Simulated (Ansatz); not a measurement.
The system is KZnF3.

```
Zn K F
1.0
     4.05000    0.00000    0.00000
     0.00000    4.05000    0.00000
     0.00000    0.00000    4.05000
Zn K F
1 1 3
Direct
  0.50000 0.50000 0.50000
  0.00000 0.00000 0.00000
  0.50000 0.00000 0.50000
  0.00000 0.50000 0.50000
  0.50000 0.50000 0.00000
```

Base run:

* Program: Ansatz 0.2.0
* Functional: r2SCAN
* Potentials or basis: Ansatz PAW
* Cutoff: 500 eV (not typed: the program's choice for these potentials)
* k mesh: 7 × 7 × 7
* Occupations: fermi-dirac, width 0.05 eV
* Spin: no spin polarisation

Its results: band gap on the k mesh 4.74 eV, indirect (least direct gap 6.59 eV); pressure -0.2 GPa.

Task: The run is repeated on the same cell with these changes: functional from r2SCAN to PBE; cutoff from 500 eV (not typed: the program's choice for these potentials) to 420 eV (not typed: the program's choice for these potentials). What comes out?

Result: Band gap on the k mesh 3.97 eV, indirect (least direct gap 5.69 eV); pressure 4.6 GPa.

r2SCAN gives the wider gap, since meta-GGAs in the generalised Kohn-Sham scheme recover part of the derivative discontinuity.

Caveats: the k mesh misses the band edges, so the gap on the mesh is wider than the one along the path; the PAW data sets come from PBE, with cores solved anew for the run's functional, which leaves a small shift of forces and pressure (some runs).
